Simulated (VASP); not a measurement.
# ZnS (Wurtzite-2H) (P6_3mc) in VASP: a series of runs

One crystal, ZnS (Wurtzite-2H), is run at these levels: PBE; tasks: single point.

All numbers are computed with VASP 6.6.1; they aren't measurements. Logs are shortened: lines on timing, memory, paths and dates and some standing lists are left out, and cuts for length are marked.

**1. Starting point**

It takes space group P6_3mc (No. 186, hexagonal). The conventional cell has a = 3.811 Å, b = 3.811 Å, c = 6.234 Å, α = 90.00°, β = 90.00°, γ = 120.00°. Around Zn (site symmetry 3m) lie 4 S at 2.31 to 2.40 Å. Around S (site symmetry 3m) lie 4 Zn at 2.31 to 2.40 Å.

**2. Single point, PBE (grid = ENCUT=460 dk=0.45 cell=2x2x1 ISMEAR=0 SIGMA=0.05 LREAL=Auto EDIFF=1e-06)**

INCAR

```
SYSTEM = ZnS
ALGO = Fast
EDIFF = 1E-6
ENCUT = 460
GGA = PE
ISIF = 2
ISMEAR = 0
LASPH = .TRUE.
LCHARG = .FALSE.
LREAL = Auto
LWAVE = .FALSE.
NBANDS = 80
NELM = 120
PREC = Accurate
SIGMA = 0.05
```

KPOINTS

```
k-points
0
G
  3 3 3
  0 0 0
```

POSCAR

```
ZnS
1.0
    7.6220000000      0.0000000000      0.0000000000
   -3.8110000000      6.6008456276      0.0000000000
    0.0000000000      0.0000000000      6.2340000000
Zn S
8 8
Direct
    0.3333333334      0.1666666666      0.5000000000
    0.3333333334      0.6666666666      0.5000000000
    0.8333333333      0.1666666666      0.5000000000
    0.8333333333      0.6666666666      0.5000000000
    0.1666666666      0.3333333334      0.0000000000
    0.1666666666      0.8333333333      0.0000000000
    0.6666666666      0.3333333334      0.0000000000
    0.6666666666      0.8333333333      0.0000000000
    0.3333333334      0.1666666666      0.8850000000
    0.3333333334      0.6666666666      0.8850000000
    0.8333333333      0.1666666666      0.8850000000
    0.8333333333      0.6666666666      0.8850000000
    0.1666666666      0.3333333334      0.3850000000
    0.1666666666      0.8333333333      0.3850000000
    0.6666666666      0.3333333334      0.3850000000
    0.6666666666      0.8333333333      0.3850000000
```

Potentials or basis: VASP PAW PBE potentials, release 64 (Zn, S).

Launch:

```sh
cat potpaw_PBE.64/Zn/POTCAR potpaw_PBE.64/S/POTCAR > POTCAR
mpirun -np 1 vasp_std > vasp.out
```

OUTCAR:

```text
SYSTEM = ZnS
   EDIFF = 1E-6
   ENCUT = 460
   GGA = PE
   ISIF = 2
   ISMEAR = 0
   LASPH = .TRUE.
   LREAL = Auto
   NELM = 120
   PREC = Accurate

 Found      6 irreducible k-points:

 Following reciprocal coordinates:
            Coordinates               Weight
  0.000000  0.000000  0.000000      1.000000
  0.333333  0.000000  0.000000      6.000000
  0.333333  0.333333  0.000000      2.000000
  0.000000  0.000000  0.333333      2.000000
  0.333333  0.000000  0.333333     12.000000
  0.333333  0.333333  0.333333      4.000000
   k-points           NKPTS =      6   k-points in BZ     NKDIM =      6   number of bands    NBANDS=     80
   number of dos      NEDOS =    301   number of ions     NIONS =     16
   total plane-waves  NPLWV = 139968
   dimension x,y,z NGX =    54 NGY =   54 NGZ =   48
   dimension x,y,z NGXF=   108 NGYF=  108 NGZF=   96
   ions per type =               8   8
   NGX,Y,Z   is equivalent  to a cutoff of  11.78, 11.78, 12.80 a.u.
   NGXF,Y,Z  is equivalent  to a cutoff of  23.56, 23.56, 25.60 a.u.
 SYSTEM =  ZnS
   PREC   = accura    normal or accurate (medium, high low for compatibility)
   ISTART =      0    job   : 0-new  1-cont  2-samecut
   ICHARG =      2    charge: 1-file 2-atom 10-const
   ISPIN  =      1    spin polarized calculation?
   LNONCOLLINEAR =      F non collinear calculations
   LSORBIT =      F    spin-orbit coupling
   LASPH  =      T    aspherical Exc in radial PAW
   ENCUT  =  460.0 eV  33.81 Ry    5.81 a.u.  13.33 13.33 10.90*2*pi/ulx,y,z
   NELM   =    120;   NELMIN=  2; NELMDL= -5     # of ELM steps
   EDIFF  = 0.1E-05   stopping-criterion for ELM
   LREAL  =      T    real-space projection
   EDIFFG = 0.1E-04   stopping-criterion for IOM
   NSW    =      0    number of steps for IOM
   IBRION =     -1    ionic relax: 0-MD 1-quasi-New 2-CG
   NFREE  =      0    steps in history (QN), initial steepest desc. (CG)
   ISIF   =      2    stress and relaxation
   ISYM   =      2    0-nonsym 1-usesym 2-fastsym
   POTIM  = 0.5000    time-step for ionic-motion
   TEBEG  =    0.0;   TEEND  =   0.0 temperature during run
   PSTRESS=    0.0 pullay stress
   NELECT =     144.0000    total number of electrons
   NUPDOWN=      -1.0000    fix difference up-down
   EMIN   =  10.00;   EMAX   =-10.00  energy-range for DOS
   EFERMI =   0.00;   METHOD = LEGACY
   ISMEAR =     0;   SIGMA  =   0.05  broadening in eV -4-tet -1-fermi 0-gaus
   EFERMI_NEDOS =   21; number of points for ismear=-14 and -15
   IALGO  =     68    algorithm
   IMIX   =      4    mixing-type and parameters
     AMIX     =   0.40;   BMIX     =  1.00
     AMIX_MAG =   1.60;   BMIX_MAG =  1.00
  volume/ion in A,a.u.               =      19.60       132.29
  Fermi-wavevector in a.u.,A,eV,Ry     =   1.262943  2.386617 21.701647  1.595026
  Thomas-Fermi vector in A             =   2.396326
   LORBIT       =      0    0 simple, 1 ext, 2 COOP (PROOUT), +10 PAW based schemes
   GGA     = PE    functional components
   LHFCALC =     F    Hartree Fock is set to
   AEXX    =    0.0000 exact exchange contribution
   IVDW    =     0    specifies the selected vdW correction
   LEPSILON=     F    determine dielectric tensor
   LRPA    =     F    only Hartree local field effects (RPA)
 non-spin polarized calculation
 RMM-DIIS sequential band-by-band and
 Gauss-broadening in eV      SIGMA  =   0.05
  energy-cutoff  :      460.00
  volume of cell :      313.64
 maximum number of plane-waves:      7048
 NGX is ok and might be reduce to    54

 number of electron     143.9999921 magnetization

 Free energy of the ion-electron system (eV)
  ---------------------------------------------------
  ext. energy  EPLUGINS =         0.00000000
  ---------------------------------------------------
  free energy    TOTEN  =       -54.59907849 eV

  energy without entropy =      -54.59907849  energy(sigma->0) =      -54.59907849

 E-fermi :   2.3776     XC(G=0):  -9.6504

 val. band max:        2.1646481271   @ k =   0.0000   0.0000   0.0000
 cond. band min:       4.4170131887   @ k =   0.0000   0.0000   0.0000
 fundamental gap:      2.2523650616
 Fermi energy:         2.3776448234

 k-point     1 :       0.0000    0.0000    0.0000
  band No.  band energies     occupation
      1     -11.0296      2.00000
      2     -10.1063      2.00000
      3     -10.0933      2.00000
      4     -10.0933      2.00000
      5     -10.0933      2.00000
      6      -9.7715      2.00000
[... 72 lines left out ...]
     79       6.4342      0.00000
     80       6.4344      0.00000

 k-point     2 :       0.3333    0.0000    0.0000
  band No.  band energies     occupation
      1     -10.8443      2.00000
      2     -10.3998      2.00000
      3     -10.1076      2.00000
      4     -10.1076      2.00000
      5     -10.0024      2.00000
      6      -9.8143      2.00000
[... 72 lines left out ...]
     79       7.1629      0.00000
     80       7.2038      0.00000

 k-point     3 :       0.3333    0.3333    0.0000
  band No.  band energies     occupation
      1     -10.5258      2.00000
      2     -10.5258      2.00000
      3     -10.5258      2.00000
      4      -9.8558      2.00000
      5      -9.8558      2.00000
      6      -9.8558      2.00000
[... 72 lines left out ...]
     79       7.1306      0.00000
     80       7.8744      0.00000

 k-point     4 :       0.0000    0.0000    0.3333
  band No.  band energies     occupation
      1     -10.8261      2.00000
      2     -10.3683      2.00000
      3     -10.0061      2.00000
      4     -10.0061      2.00000
      5     -10.0061      2.00000
      6      -9.8441      2.00000
[... 72 lines left out ...]
     79       6.0000      0.00000
     80       6.0000      0.00000

 k-point     5 :       0.3333    0.0000    0.3333
  band No.  band energies     occupation
      1     -10.6550      2.00000
      2     -10.2582      2.00000
      3     -10.2364      2.00000
      4     -10.0159      2.00000
      5     -10.0159      2.00000
      6      -9.9649      2.00000
[... 72 lines left out ...]
     79       7.0574      0.00000
     80       7.0820      0.00000

 k-point     6 :       0.3333    0.3333    0.3333
  band No.  band energies     occupation
      1     -10.3679      2.00000
      2     -10.3679      2.00000
      3     -10.3679      2.00000
      4     -10.0330      2.00000
      5     -10.0330      2.00000
      6     -10.0330      2.00000
[... 72 lines left out ...]
     79       7.1922      0.00000
     80       7.6371      0.00000

------------------------ aborting loop because EDIFF is reached ----------------------------------------

  FORCE on cell =-STRESS in cart. coord.  units (eV):
  Direction    XX          YY          ZZ          XY          YZ          ZX
  --------------------------------------------------------------------------------------
  -------------------------------------------------------------------------------------
  Total        6.1762460      6.1762460      2.1122720      0.0000000      0.0000000      0.0000000
  in kB       31.5500356     31.5500356     10.7900912      0.0000000      0.0000000      0.0000000
  external PRESSURE =      24.6300541 kB  Pullay stress =       0.0000000 kB

 VOLUME and BASIS-vectors are now :
 -----------------------------------------------------------------------------
  energy-cutoff  :      460.00
  volume of cell :      313.64
      direct lattice vectors                 reciprocal lattice vectors
     7.622000000  0.000000000  0.000000000     0.131199160  0.075747871  0.000000000
    -3.811000000  6.600845628  0.000000000     0.000000000  0.151495741  0.000000000
     0.000000000  0.000000000  6.234000000     0.000000000  0.000000000  0.160410651

 POSITION                                       TOTAL-FORCE (eV/Angst)
 -----------------------------------------------------------------------------------
      1.90550      1.10014      3.11700         0.000000      0.000000      0.323384
      0.00000      4.40056      3.11700         0.000000     -0.000000      0.323384
      5.71650      1.10014      3.11700         0.000000     -0.000000      0.323384
      3.81100      4.40056      3.11700         0.000000     -0.000000      0.323384
     -0.00000      2.20028      0.00000        -0.000000     -0.000000      0.323384
     -1.90550      5.50070      0.00000        -0.000000     -0.000000      0.323384
[... 8 lines left out ...]
      3.81100      2.20028      2.40009        -0.000000      0.000000     -0.323384
      1.90550      5.50070      2.40009        -0.000000     -0.000000     -0.323384
 -----------------------------------------------------------------------------------
    total drift:                               -0.000005     -0.000007      0.013330

  FREE ENERGIE OF THE ION-ELECTRON SYSTEM (eV)
  ---------------------------------------------------
  free  energy   TOTEN  =       -54.5990784925 eV

  energy  without entropy=      -54.5990784925  energy(sigma->0) =      -54.59907849
```

stdout:

```text
POSCAR found type information on POSCAR ZnS
 POSCAR found :  2 types and      16 ions
 scaLAPACK will be used
 LDA part: xc-table for (Slater+PW92), standard interpolation
 POSCAR, INCAR and KPOINTS ok, starting setup
 FFT: planning ... GRIDC
 FFT: planning ... GRID_SOFT
 FFT: planning ... GRID
 WAVECAR not read
 entering main loop
```

It took 3.8 min on 1 thread of Intel Xeon Platinum 8488C (Sapphire Rapids), shared host; peak memory 0.37 GiB.

The run converged, but some of its settings lie outside the range that counts as converged, so its numbers aren't taken as properties of the crystal.

Results:

* Free energy: -54.5991 eV
* Pressure: 2.5 GPa
* Largest force: 0.323 eV/Å
* Band gap on the k mesh: 2.25 eV

**3. Single point, PBE (grid = ENCUT=520 dk=0.45 cell=2x2x1 ISMEAR=0 SIGMA=0.05 LREAL=Auto EDIFF=1e-06)**

INCAR, as its differences from that of step 2:

```diff
@@ -3,3 +3,3 @@
 EDIFF = 1E-6
-ENCUT = 460
+ENCUT = 520
 GGA = PE
```

KPOINTS is that of step 2.

POSCAR is that of step 2.

Potentials or basis: VASP PAW PBE potentials, release 64 (Zn, S).

Launch:

```sh
cat potpaw_PBE.64/Zn/POTCAR potpaw_PBE.64/S/POTCAR > POTCAR
mpirun -np 1 vasp_std > vasp.out
```

Wall time 3.8 min (1 thread of Intel Xeon Platinum 8488C (Sapphire Rapids), shared host); peak memory 0.45 GiB.

These settings aren't checked as converged: the numbers below hold their error.

What came out:

- Free energy: -54.6024 eV
- Pressure: 2.5 GPa
- Largest force: 0.323 eV/Å
- Band gap on the k mesh: 2.25 eV

**4. Single point, PBE (grid = ENCUT=650 dk=0.45 cell=2x2x1 ISMEAR=0 SIGMA=0.05 LREAL=Auto EDIFF=1e-06)**

INCAR, as its differences from that of step 3:

```diff
@@ -3,3 +3,3 @@
 EDIFF = 1E-6
-ENCUT = 520
+ENCUT = 650
 GGA = PE
```

KPOINTS is that of step 3.

POSCAR is that of step 3.

Launch:

```sh
cat potpaw_PBE.64/Zn/POTCAR potpaw_PBE.64/S/POTCAR > POTCAR
mpirun -np 1 vasp_std > vasp.out
```

Run time: 5.5 min. Hardware: 1 thread of Intel Xeon Platinum 8488C (Sapphire Rapids), shared host; peak memory 0.54 GiB.

The run converged, but some of its settings lie outside the range that counts as converged, so its numbers aren't taken as properties of the crystal.

What came out:

```
Free energy            : -54.6017 eV
Pressure               : 2.5 GPa
Largest force          : 0.321 eV/Å
Band gap on the k mesh : 2.25 eV
```

**5. Single point, PBE, spin-orbit coupling, no magnetisation**

This run uses another cell than the first one: it holds 4 atoms, not 16.

INCAR

```
  PREC = Accurate
  ENCUT = 500
  EDIFF = 1E-7
  ISMEAR = 0
  SIGMA = 0.02
  LREAL = False
  LASPH = True
  NELM = 100
  ALGO = Normal
  ISIF = 2
  LWAVE = False
  LCHARG = False
  MAGMOM = 0 0 0 0 0 0 0 0 0 0 0 0
  LORBIT = 11
  LSORBIT = True
  GGA_COMPAT = False
  GGA = PE
  NBANDS = 52
```

KPOINTS

```
regular mesh
0
Gamma
  8 8 5
```

POSCAR

```
ZnS
1.0
    3.8110000000      0.0000000000      0.0000000000
   -1.9055000000      3.3004228138      0.0000000000
    0.0000000000      0.0000000000      6.2340000000
Zn S
2 2
Direct
    0.6666666667      0.3333333333      0.5000000000
    0.3333333333      0.6666666667      0.0000000000
    0.6666666667      0.3333333333      0.8850000000
    0.3333333333      0.6666666667      0.3850000000
```

Launch:

```sh
cat potpaw_PBE.64/Zn/POTCAR potpaw_PBE.64/S/POTCAR > POTCAR
mpirun -np 1 vasp_ncl > vasp.out
```

It took 3.2 min on 1 thread of Intel Xeon 6975P-C (Granite Rapids), shared host; peak memory 0.48 GiB.

These settings aren't checked as converged: the numbers below hold their error.

What came out:

| Property | Result |
| --- | --- |
| Free energy | -13.6635 eV |
| Pressure | 2.5 GPa |
| Largest force | 0.323 eV/Å |
| Valence electrons inside the program's atomic spheres | Zn 10.80; S 3.76 |

**6. Single point, PBE, spin-orbit coupling, no magnetisation**

This run uses another cell than the first one: it holds 4 atoms, not 16.

INCAR, as its differences from that of step 5:

```diff
@@ -1,3 +1,3 @@
   PREC = Accurate
-  ENCUT = 500
+  ENCUT = 750
   EDIFF = 1E-7
```

KPOINTS

```
regular mesh
0
Gamma
  7 7 4
```

POSCAR is that of step 5.

Potentials or basis: VASP PAW PBE potentials, release 64 (Zn, S).

Launch:

```sh
cat potpaw_PBE.64/Zn/POTCAR potpaw_PBE.64/S/POTCAR > POTCAR
mpirun -np 1 vasp_ncl > vasp.out
```

OUTCAR:

```text
PREC = Accurate
   ENCUT = 750
   EDIFF = 1E-7
   ISMEAR = 0
   LREAL = False
   LASPH = True
   NELM = 100
   ISIF = 2
   LORBIT = 11
   LSORBIT = True
   GGA = PE

 Found     32 irreducible k-points:

 Following reciprocal coordinates:
            Coordinates               Weight
  0.000000  0.000000  0.000000      1.000000
  0.142857  0.000000  0.000000      6.000000
  0.285714  0.000000  0.000000      6.000000
  0.428571  0.000000  0.000000      6.000000
  0.142857  0.142857  0.000000      6.000000
[... 499 lines left out ...]
     0.0000000     0.0000000     0.0000000     0.0000000     0.0000000     0.0000000     0.0000000
     0.0000000     0.0000000     0.0000000     0.0000000     0.0000000     0.0000000     0.0000000
     0.0000000     0.0000000     0.0000000     0.0000000     0.0000000     0.0000000     0.0000000
     0.0000000     0.0000000     0.0000000     0.0000000     0.0000000     0.0000000     0.0000000
     0.0000000     0.0000000     0.0000000     0.0000000     0.0000000     0.0000000     0.0000000

 total charge

# of ion       s       p       d       tot
------------------------------------------
    1        0.521   0.481   9.802  10.804
    2        0.521   0.481   9.802  10.804
    3        1.314   2.443   0.000   3.757
    4        1.314   2.443   0.000   3.757
--------------------------------------------------
tot          3.670   5.849  19.604  29.123

 magnetization (x)

# of ion       s       p       d       tot
------------------------------------------
    1        0.000  -0.000   0.000   0.000
    2       -0.000  -0.000  -0.000  -0.000
    3        0.000   0.000   0.000   0.000
    4        0.000   0.000   0.000   0.000
--------------------------------------------------
tot         -0.000  -0.000  -0.000  -0.000

 magnetization (y)

# of ion       s       p       d       tot
------------------------------------------
    1        0.000   0.000   0.000   0.000
    2       -0.000   0.000  -0.000  -0.000
    3        0.000   0.000   0.000   0.000
    4        0.000   0.000   0.000   0.000
--------------------------------------------------
tot         -0.000   0.000  -0.000   0.000

 magnetization (z)

# of ion       s       p       d       tot
------------------------------------------
    1        0.000   0.000  -0.000   0.000
    2        0.000  -0.000   0.000   0.000
    3       -0.000   0.000   0.000   0.000
    4       -0.000   0.000   0.000   0.000
--------------------------------------------------
tot          0.000   0.000   0.000   0.000
```

OSZICAR:

```text
N       E                     dE             d eps       ncg     rms          rms(c)
DAV:   1     0.350844550414E+03    0.35084E+03   -0.19789E+04  3328   0.215E+03
DAV:   2     0.396835442060E+02   -0.31116E+03   -0.29276E+03  3328   0.494E+02
DAV:   3    -0.114638619580E+02   -0.51147E+02   -0.49690E+02  3716   0.171E+02
DAV:   4    -0.144759847227E+02   -0.30121E+01   -0.29926E+01  4016   0.407E+01
DAV:   5    -0.145227853429E+02   -0.46801E-01   -0.46755E-01  3812   0.497E+00    0.997E+00
DAV:   6    -0.136640743395E+02    0.85871E+00   -0.14780E+00  4788   0.376E+01    0.759E+00
DAV:   7    -0.136720303653E+02   -0.79560E-02   -0.14309E+00  3684   0.678E+00    0.342E+00
DAV:   8    -0.136621714678E+02    0.98589E-02   -0.52626E-02  4072   0.285E+00    0.108E+00
DAV:   9    -0.136627836072E+02   -0.61214E-03   -0.13842E-02  4224   0.181E+00    0.351E-01
DAV:  10    -0.136629572638E+02   -0.17366E-03   -0.10223E-03  3852   0.319E-01    0.168E-01
DAV:  11    -0.136631375704E+02   -0.18031E-03   -0.12381E-04  3604   0.174E-01    0.703E-02
DAV:  12    -0.136632307007E+02   -0.93130E-04   -0.17512E-04  3480   0.166E-01    0.179E-02
DAV:  13    -0.136632319641E+02   -0.12634E-05   -0.16912E-05  3812   0.432E-02    0.905E-03
DAV:  14    -0.136632350079E+02   -0.30438E-05   -0.57816E-06  3448   0.140E-02    0.852E-03
DAV:  15    -0.136632349781E+02    0.29780E-07   -0.36536E-07  4216   0.105E-02
   1 F= -.13663235E+02 E0= -.13663235E+02  d E =-.573460E-23  mag=     0.0000     0.0000    -0.0000
```

stdout:

```text
POSCAR found type information on POSCAR ZnS
 POSCAR found :  2 types and       4 ions
 scaLAPACK will be used
 LDA part: xc-table for (Slater+PW92), standard interpolation
 POSCAR, INCAR and KPOINTS ok, starting setup
 FFT: planning ... GRIDC
 FFT: planning ... GRID_SOFT
 FFT: planning ... GRID
 WAVECAR not read
 entering main loop
```

Wall time 4.3 min (1 thread of Intel Xeon 6975P-C (Granite Rapids), shared host); peak memory 0.71 GiB.

The run converged, but some of its settings lie outside the range that counts as converged, so its numbers aren't taken as properties of the crystal.

Results:

```yaml
Free_energy: -13.6632 eV
Pressure: 2.5 GPa
Largest_force: 0.323 eV/Å
Valence_electrons_inside_the_program's_atomic_spheres: Zn 10.80; S 3.76
```

**7. For comparison**

An earlier run on the cell as given: functional PBEsol; potentials or basis VASP PAW PBE potentials, release 64 (Zn, S); cutoff 520 eV; k mesh 8 × 8 × 5; occupations fermi-dirac, width 0.05 eV; no spin polarisation.

- Pressure: -1.1 GPa
- Largest force: 0.309 eV/Å
- Band gap on the k mesh: 2.12 eV, direct
